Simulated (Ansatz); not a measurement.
# Ge (Imma) in Ansatz: a series of runs

One crystal, Ge, is run at these levels: PBEsol; tasks: single point.

All numbers are computed with Ansatz 0.2.0; they aren't measurements. Logs are shortened: lines on timing, memory, paths and dates and some standing lists are left out, and cuts for length are marked.

**1. The structure**

Symmetry: Imma, No. 74, orthorhombic system. Conventional cell: a = 4.992 Å, b = 5.302 Å, c = 2.874 Å, α = 90.00°, β = 90.00°, γ = 90.00°. Around Ge (site symmetry mm2) lie 6 Ge at 2.68 to 2.87 Å.

This isn't the form of Ge at room conditions, which is diamond.

**2. Single point, PBEsol, 17.87 Å³/atom (volume scaled by 0.94)**

input.yaml

```yaml
crystal:
  lattice:
    - [-2.4449470096, 2.5967485709, 1.4076133202]
    - [2.4449470096, -2.5967485709, 1.4076133202]
    - [2.4449470096, 2.5967485709, -1.4076133202]
  atoms:
    - { symbol: Ge, position: [0.314057, 0.064057, 0.25] }
    - { symbol: Ge, position: [0.685943, 0.935943, 0.75] }
kpoints:
  mp_grid: { grid: [11, 11, 11] }
scf:
  occupations: { method: fermi_dirac, width: 0.05 }
hamiltonian:
  xc: pbesol
  pseudopotentials: { kind: all_electron, lapw: { basis_error: 0.0005 } }
output:
  forces: true
  stress: true
  eigenvalues: true
```

Potentials or basis: all-electron LAPW, scalar-relativistic.

Run with:

```sh
> ansatz run input.yaml --threads 1 --pin off --max-ram 3072MiB --backend cpu --events-out ev --progress --plain --runs-dir out
```

Output:

```text
Warning: RAYON_NUM_THREADS=1 ignored (pool sized by the plan → 1); use --threads N
LAPW: plane waves up to 8.701 Å⁻¹, error target 5.0e-4 eV per atom; small_component_spin mean_spin; Ge in spheres of 1.311 Å, 22 of its electrons in bands, Dirac shells [] (how accurate: hamiltonian.pseudopotentials.lapw.basis_error, Limitations)
Engine: ansatz 0.2.0, aarch64-unknown-linux-gnu
Pseudopotentials: kind: all_electron
Pseudopotential: Ge, LAPW, valence charge 22, lapw/all_electron/scalar/gaussian/Ge, Koelling and Harmon's equation, gaussian nucleus
Functional definition: PBEsol
  exchange = pbesol_x
  correlation = pbesol_c
Crystal: 2 atoms, lattice volume = 35.747 Å³
Basis set: ecut = 288.4487574951841 eV, 399 PW (Γ), FFT grids on a1+a2, a2, a3, exchange–correlation at level 2
Bands: 27, of which v1, the nominal top of the filled ones, is band 22 counted from 1 (21 counted from 0)
Symmetry: 8 space group operations
Space group: Imma (ITA 74), of the structure as read, at distance tolerance 3.3e-5 Å
k-points: 216 of 1331
Non-local potential: Ge, projectors of the file, none
Initial density: superposition of atomic densities (chi_scale 0.1, normalization cell)
Initial wavefunctions: plane waves of lowest kinetic energy (no species holds an atomic orbital)
Functional: x = pbesol(κ = 0.804, μ = 0.12345679012345678), c = pbesol(β = 0.046)
iter 1 solved again at ethr=9.37e-5 eV; its pass at ethr=1.00e-1 eV (dr2=4.12e-2 eV) is discarded
SCF iter   1: F=—  HF=-114149.356830 eV  |F-HF|=—  |Δ(HF+E_count)|=         —  Δρ=1.42e-2  dr2=4.13e-2  ethr=9.37e-5  ⟨swp⟩=3.0  Hψ=38793  notcnv=0
preconditioner: auto → Kerker (q_TF=auto, 2.824 Å⁻¹)  [metal: Δε(μ)=0.018 eV  Ē_g=24.325 eV  σ=0.050 eV  W_gap=0.09  n_scr=16 (ndim 8)  ℏωp=32.9 eV  f_vac=0.000  D(μ)=0.74/eV (n_scr^D=4)]
SCF iter   2: F=—  HF=-114149.329723 eV  |F-HF|=—  |Δ(HF+E_count)|=   2.71e-2  Δρ=9.31e-3  dr2=2.08e-2  ethr=9.37e-5  ⟨swp⟩=2.0  Hψ=17266  notcnv=0
SCF iter   3: F=—  HF=-114149.326474 eV  |F-HF|=—  |Δ(HF+E_count)|=   3.25e-3  Δρ=5.60e-3  dr2=8.24e-3  ethr=4.73e-5  ⟨swp⟩=2.0  Hψ=16626  notcnv=0
SCF iter   4: F=—  HF=-114149.325938 eV  |F-HF|=—  |Δ(HF+E_count)|=         —  Δρ=1.85e-3  dr2=1.17e-3  ethr=1.87e-5  ⟨swp⟩=2.0  Hψ=16630  notcnv=0
the basis was enlarged: its passes take 66.8 KiB over the memory plan, 1 of 1 planned eigensolver slots
iter 5 solved again at ethr=8.07e-8 eV; its pass at ethr=2.66e-6 eV (dr2=3.55e-5 eV) is discarded
SCF iter   5: F=—  HF=-114149.325750 eV  |F-HF|=—  |Δ(HF+E_count)|=   1.88e-4  Δρ=2.89e-4  dr2=3.55e-5  ethr=8.07e-8  ⟨swp⟩=2.0  Hψ=28550  notcnv=0
SCF iter   6: F=—  HF=-114149.325750 eV  |F-HF|=—  |Δ(HF+E_count)|=   2.43e-8  Δρ=1.01e-4  dr2=4.29e-6  ethr=8.07e-8  ⟨swp⟩=2.0  Hψ=16624  notcnv=0
SCF iter   7: F=—  HF=-114149.325750 eV  |F-HF|=—  |Δ(HF+E_count)|=   4.75e-7  Δρ=1.95e-5  dr2=1.39e-7  ethr=9.75e-9  ⟨swp⟩=2.0  Hψ=16624  notcnv=0
SCF iter   8: F=-114149.325750 eV  HF=-114149.325750 eV  |F-HF|=2.04e-10  |Δ(HF+E_count)|=   4.85e-8  Δρ=6.42e-6  dr2=8.26e-9  ethr=3.15e-10  ⟨swp⟩=2.0  Hψ=16624  notcnv=0
SCF 1 converged in 8 iterations: F = -114149.325750 eV  dr2 = 8.26e-9
SCF converged after 8 iterations
Free energy (F): -114149.325750 eV
Harris-Foulkes:  -114149.325750 eV  (|F-HF|=2.04e-10)
Internal energy: -114149.319740 eV  (E = F + TS)
E sigma→0 (E₀):  -114149.322745 eV
Entropy (-TS):   -0.006010 eV (-3.005 meV/atom)
Fermi energy:    13.427802 eV
--- Per-component energies (eV) ---
  E_band       = -1927.493319
  E_kinetic    = 116532.568029
  E_xc         = -4256.584730
  E_electrostatic = -226425.303040  (all electrons and nuclei)
  E_smearing   = -0.006010  (= −TS)
  E_closure    = 0.000000  (closes the sum)
  E_atoms      = -114139.838039  (free atoms, spherical and without spin; not in F)
  Σ components = -114149.325750   (vs F -114149.325750, Δ=0.00e0)
  Basis errors (estimates in eV, not in F): energy 1.7e-4 per atom: plane waves 1.6e-4 (8.4e-5 summed), levels above the bands 4.2e-69, relativity 6.0e-9, radial functions 1.6e-5, core shells 4.0e-11; eigenvalues (radial functions only) 2.6e-6; not estimated: angular momenta, meshes, grids; target (lapw.basis_error) 5.0e-4; muffin-tin radii Ge 1.311 Å
--- Forces (eV/Å), atoms counted from 1 ---
  atom   1  Ge    -0.00000000     0.00000000     0.04982697
  atom   2  Ge     0.00000000     0.00000000    -0.04982697
  max |Σ_I F_I| component: 0.00e0 eV/Å
--- Stress (GPa, compression-positive) ---
        3.640037       0.000000       0.000000
        0.000000       1.464260      -0.000000
        0.000000      -0.000000       2.086995
  P = ⅓ Tr σ = 2.3971 GPa (23.971 kbar)
--- Band table (eV; the first three rows and the last of 216) ---
  k-point 0: bands = ["-149.9231", "-149.9224", "-97.2482", "-97.2478", "-97.2378", "-97.2339", "-97.2156", "-97.2102", "-11.3800", "-11.2865", "-11.2853", "-11.2807", "-11.2375", "-11.1965", "-11.1223", "-11.1205", "-11.0892", "-11.0090", "-0.2339", "9.8213", "10.8778", "11.3552", "16.6982", "20.7146", "21.0269", "21.7972", "22.1348"]
  k-point 1: bands = ["-149.9231", "-149.9224", "-97.2482", "-97.2478", "-97.2377", "-97.2340", "-97.2155", "-97.2103", "-11.3742", "-11.2884", "-11.2820", "-11.2819", "-11.2326", "-11.1941", "-11.1230", "-11.1226", "-11.0922", "-11.0156", "-0.1377", "8.7888", "11.2180", "11.9079", "17.2131", "19.8782", "20.9688", "21.6676", "21.7175"]
  k-point 2: bands = ["-149.9231", "-149.9225", "-97.2482", "-97.2479", "-97.2375", "-97.2342", "-97.2152", "-97.2107", "-11.3574", "-11.2948", "-11.2854", "-11.2688", "-11.2215", "-11.1873", "-11.1288", "-11.1254", "-11.1011", "-11.0342", "0.1508", "7.2775", "11.5442", "12.7854", "18.4860", "18.6422", "20.1942", "21.1582", "21.3582"]
  k-point 215: bands = ["-149.9228", "-149.9227", "-97.2485", "-97.2476", "-97.2381", "-97.2336", "-97.2159", "-97.2099", "-11.3470", "-11.2721", "-11.2398", "-11.2094", "-11.1806", "-11.1760", "-11.1614", "-11.1523", "-11.1293", "-11.1255", "4.1447", "4.6196", "7.1959", "7.9362", "18.0482", "20.5307", "24.6547", "25.0164", "26.5573"]
```

It took 39 s on 1 thread of Arm Neoverse V2, shared host; peak memory 0.67 GiB.

What came out:

| Quantity | Value |
| --- | --- |
| Free energy | -114149.3258 eV |
| Pressure | 2.4 GPa |
| Largest force | 0.050 eV/Å |
| Band gap on the k mesh | none (metal or under the smearing width) |

**3. Single point, PBEsol, 18.25 Å³/atom (volume scaled by 0.96)**

input.yaml, as its differences from that of step 2:

```diff
@@ -2,5 +2,5 @@
   lattice:
-    - [-2.4449470096, 2.5967485709, 1.4076133202]
-    - [2.4449470096, -2.5967485709, 1.4076133202]
-    - [2.4449470096, 2.5967485709, -1.4076133202]
+    - [-2.4621655136, 2.6150361352, 1.4175264166]
+    - [2.4621655136, -2.6150361352, 1.4175264166]
+    - [2.4621655136, 2.6150361352, -1.4175264166]
   atoms:
```

Potentials or basis: all-electron LAPW, scalar-relativistic.

Run with:

```sh
> ansatz run input.yaml --threads 1 --pin off --max-ram 3072MiB --backend cpu --events-out ev --progress --plain --runs-dir out
```

Wall time 37 s (1 thread of Arm Neoverse V2, shared host); peak memory 0.62 GiB.

It converged, with:

- Free energy: -114149.3328 eV
- Pressure: 0.6 GPa
- Largest force: 0.054 eV/Å
- Band gap on the k mesh: none (metal or under the smearing width)

**4. Single point, PBEsol, 18.63 Å³/atom (volume scaled by 0.98)**

input.yaml, as its differences from that of step 3:

```diff
@@ -2,5 +2,5 @@
   lattice:
-    - [-2.4621655136, 2.6150361352, 1.4175264166]
-    - [2.4621655136, -2.6150361352, 1.4175264166]
-    - [2.4621655136, 2.6150361352, -1.4175264166]
+    - [-2.479146502, 2.6330714371, 1.4273027698]
+    - [2.479146502, -2.6330714371, 1.4273027698]
+    - [2.479146502, 2.6330714371, -1.4273027698]
   atoms:
```

Run with:

```sh
> ansatz run input.yaml --threads 1 --pin off --max-ram 3072MiB --backend cpu --events-out ev --progress --plain --runs-dir out
```

Wall time 38 s (1 thread of Arm Neoverse V2, shared host); peak memory 0.62 GiB.

It converged, with:

- Free energy: -114149.3316 eV
- Pressure: -1.0 GPa
- Largest force: 0.057 eV/Å
- Band gap on the k mesh: none (metal or under the smearing width)

**5. Single point, PBEsol, 19.01 Å³/atom**

input.yaml, as its differences from that of step 4:

```diff
@@ -2,5 +2,5 @@
   lattice:
-    - [-2.479146502, 2.6330714371, 1.4273027698]
-    - [2.479146502, -2.6330714371, 1.4273027698]
-    - [2.479146502, 2.6330714371, -1.4273027698]
+    - [-2.495898, 2.650863, 1.436947]
+    - [2.495898, -2.650863, 1.436947]
+    - [2.495898, 2.650863, -1.436947]
   atoms:
```

Run with:

```sh
> ansatz run input.yaml --threads 1 --pin off --max-ram 3072MiB --backend cpu --events-out ev --progress --plain --runs-dir out
```

Run time: 37 s. Hardware: 1 thread of Arm Neoverse V2, shared host; peak memory 0.62 GiB.

Results (log left out):

* Free energy: -114149.3233 eV
* Pressure: -2.5 GPa
* Largest force: 0.059 eV/Å
* Band gap on the k mesh: none (metal or under the smearing width)

**6. Single point, PBEsol, 19.39 Å³/atom (volume scaled by 1.02)**

input.yaml, as its differences from that of step 5:

```diff
@@ -2,5 +2,5 @@
   lattice:
-    - [-2.495898, 2.650863, 1.436947]
-    - [2.495898, -2.650863, 1.436947]
-    - [2.495898, 2.650863, -1.436947]
+    - [-2.5124276075, 2.6684188957, 1.4464634826]
+    - [2.5124276075, -2.6684188957, 1.4464634826]
+    - [2.5124276075, 2.6684188957, -1.4464634826]
   atoms:
```

Potentials or basis: all-electron LAPW, scalar-relativistic.

Run with:

```sh
> ansatz run input.yaml --threads 1 --pin off --max-ram 3072MiB --backend cpu --events-out ev --progress --plain --runs-dir out
```

It took 34 s on 1 thread of Arm Neoverse V2, shared host; peak memory 0.62 GiB.

It converged, with:

| Quantity | Value |
| --- | --- |
| Free energy | -114149.3085 eV |
| Pressure | -3.7 GPa |
| Largest force | 0.061 eV/Å |
| Band gap on the k mesh | none (metal or under the smearing width) |

**7. Single point, PBEsol, 19.78 Å³/atom (volume scaled by 1.04)**

input.yaml, as its differences from that of step 6:

```diff
@@ -2,5 +2,5 @@
   lattice:
-    - [-2.5124276075, 2.6684188957, 1.4464634826]
-    - [2.5124276075, -2.6684188957, 1.4464634826]
-    - [2.5124276075, 2.6684188957, -1.4464634826]
+    - [-2.5287425297, 2.6857467767, 1.4558563658]
+    - [2.5287425297, -2.6857467767, 1.4558563658]
+    - [2.5287425297, 2.6857467767, -1.4558563658]
   atoms:
```

Run with:

```sh
> ansatz run input.yaml --threads 1 --pin off --max-ram 3072MiB --backend cpu --events-out ev --progress --plain --runs-dir out
```

Run time: 34 s. Hardware: 1 thread of Arm Neoverse V2, shared host; peak memory 0.62 GiB.

The run converged. Its results:

| Property | Result |
| --- | --- |
| Free energy | -114149.2882 eV |
| Pressure | -4.8 GPa |
| Largest force | 0.061 eV/Å |
| Band gap on the k mesh | none (metal or under the smearing width) |

**8. Single point, PBEsol, 20.16 Å³/atom (volume scaled by 1.06)**

input.yaml, as its differences from that of step 7:

```diff
@@ -2,5 +2,5 @@
   lattice:
-    - [-2.5287425297, 2.6857467767, 1.4558563658]
-    - [2.5287425297, -2.6857467767, 1.4558563658]
-    - [2.5287425297, 2.6857467767, -1.4558563658]
+    - [-2.5448496043, 2.7028539053, 1.4651295863]
+    - [2.5448496043, -2.7028539053, 1.4651295863]
+    - [2.5448496043, 2.7028539053, -1.4651295863]
   atoms:
```

Run with:

```sh
> ansatz run input.yaml --threads 1 --pin off --max-ram 3072MiB --backend cpu --events-out ev --progress --plain --runs-dir out
```

Run time: 34 s. Hardware: 1 thread of Arm Neoverse V2, shared host; peak memory 0.61 GiB.

It converged, with:

```
Free energy            : -114149.2627 eV
Pressure               : -5.8 GPa
Largest force          : 0.061 eV/Å
Band gap on the k mesh : none (metal or under the smearing width)
```
